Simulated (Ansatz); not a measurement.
A run of Ansatz 0.2.0 is set up as follows.

Contents of input.yaml:

```yaml
crystal:
  lattice:
    - [0.0, 2.9305, 2.9305]
    - [2.9305, 0.0, 2.9305]
    - [2.9305, 2.9305, 0.0]
  atoms:
    - { symbol: In, position: [0.0, 0.0, 0.0] }
    - { symbol: P, position: [0.75, 0.75, 0.75] }
hamiltonian:
  xc: pbesol
  pseudopotentials: { kind: paw_fr }
magnetization:
  noncollinear: true
  spin_orbit: true
kpoints:
  mp_grid: { grid: [6, 6, 6] }
  band_path:
    path:
      - [[0.0, 0.0, 0.0], [0.5, 0.0, 0.5], [0.5, 0.25, 0.75], [0.375, 0.375, 0.75], [0.0, 0.0, 0.0], [0.5, 0.5, 0.5], [0.625, 0.25, 0.625], [0.5, 0.25, 0.75], [0.5, 0.5, 0.5], [0.375, 0.375, 0.75]]
      - [[0.625, 0.25, 0.625], [0.5, 0.0, 0.5]]
    npoints: 14
scf:
  occupations: { method: fermi_dirac, width: 0.05 }
  n_extra_bands: 6
output:
  forces: true
  stress: true
  eigenvalues: true
  fatbands: false
```

Potentials or basis: Ansatz PAW.

Run with:

```sh
$ ansatz run input.yaml --threads 2 --pin off --max-ram 5632MiB --backend cpu --events-out ev --progress --plain --runs-dir out
```

Problem. Estimate the band gap on the k mesh.

Solution. 0.59 eV, direct.

Problem. What does it give for the band gap along the path?

Solution. 0.59 eV, direct.

Problem. What does it give for the pressure?

Solution. 0.5 GPa.

Levels at the corners of the path, in eV from the valence-band top:
| point | band 15 | band 16 | band 17 | band 18 | band 19 | band 20 | band 21 | band 22 |
| --- | --- | --- | --- | --- | --- | --- | --- | --- |
| Γ | 0.00 | 0.00 | 0.00 | 0.00 | 0.59 | 0.59 | 3.66 | 3.66 |
| X | -2.44 | -2.44 | -2.34 | -2.34 | 1.60 | 1.60 | 2.13 | 2.13 |
| W | -3.13 | -3.03 | -2.98 | -2.93 | 4.16 | 4.16 | 4.29 | 4.32 |
| K | -3.45 | -3.35 | -2.01 | -2.00 | 2.21 | 2.22 | 4.27 | 4.29 |
| Γ | 0.00 | 0.00 | 0.00 | 0.00 | 0.59 | 0.59 | 3.66 | 3.66 |
| L | -1.08 | -1.08 | -0.96 | -0.96 | 1.37 | 1.37 | 4.61 | 4.61 |
| U | -3.45 | -3.35 | -2.01 | -2.00 | 2.21 | 2.22 | 4.27 | 4.29 |
| W | -3.13 | -3.03 | -2.98 | -2.93 | 4.16 | 4.16 | 4.29 | 4.32 |
| L | -1.08 | -1.08 | -0.96 | -0.96 | 1.37 | 1.37 | 4.61 | 4.61 |
| K | -3.45 | -3.35 | -2.01 | -2.00 | 2.21 | 2.22 | 4.27 | 4.29 |
| U | -3.45 | -3.35 | -2.01 | -2.00 | 2.21 | 2.22 | 4.27 | 4.29 |
| X | -2.44 | -2.44 | -2.34 | -2.34 | 1.60 | 1.60 | 2.13 | 2.13 |

Caveat: the PAW data sets come from PBE, with cores solved anew for the run's functional, which leaves a small shift of forces and pressure.

**What was measured.**

From a printed reference work, data compilation, for a bulk crystal of InP at 1.6 K: band gap 1.4236 eV (direct).

A measured gap of InP is 1.4236 eV (direct; 1.6 K; a printed reference work, data compilation); the calculated 0.59 eV misses it by -0.84 eV. The value is that of PBEsol, without temperature or zero-point motion. Semilocal functionals fall short of measured gaps as a rule.
